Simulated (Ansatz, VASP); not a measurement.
## One calculation of CdSe, two programs

```xyz
2
Lattice="0.0000 3.1317 3.0703 3.1317 0.0000 3.0703 3.1317 3.1317 0.0000" Properties=species:S:1:pos:R:3 pbc="T T T"
Cd    0.0000    0.0000    0.0000
Se    1.5658    1.5658    1.5351
```

Change from the starting cell: equal xx and yy strain of +2 %, crystal datasets.

Alike in both runs: task electric field gradients; functional LDA; k mesh 8 × 8 × 8; occupations fermi-dirac, width 0.03 eV; no spin polarisation.

|  | VASP | Ansatz |
| --- | --- | --- |
| version | VASP 6.6.1 | Ansatz 0.2.0 |
| potentials or method | VASP PAW LDA potentials, release 64 (Cd, Se), cutoff 520 eV | all-electron PAW with datasets made for the crystal, scalar-relativistic |

```tsv
	VASP	Ansatz	Ansatz less VASP
pressure (GPa)	-4.5	-4.8	-0.30
largest component of the traceless stress (GPa)	0.29	0.30	+0.004
Vzz of the field gradient on the site that differs most (V/Å²)	-7.5	-7.7	-0.21
```

Ansatz ran all-electron here, so the differences hold the error of VASP's frozen core and of both bases. Ansatz warned: «gradients_without_spin_orbit».
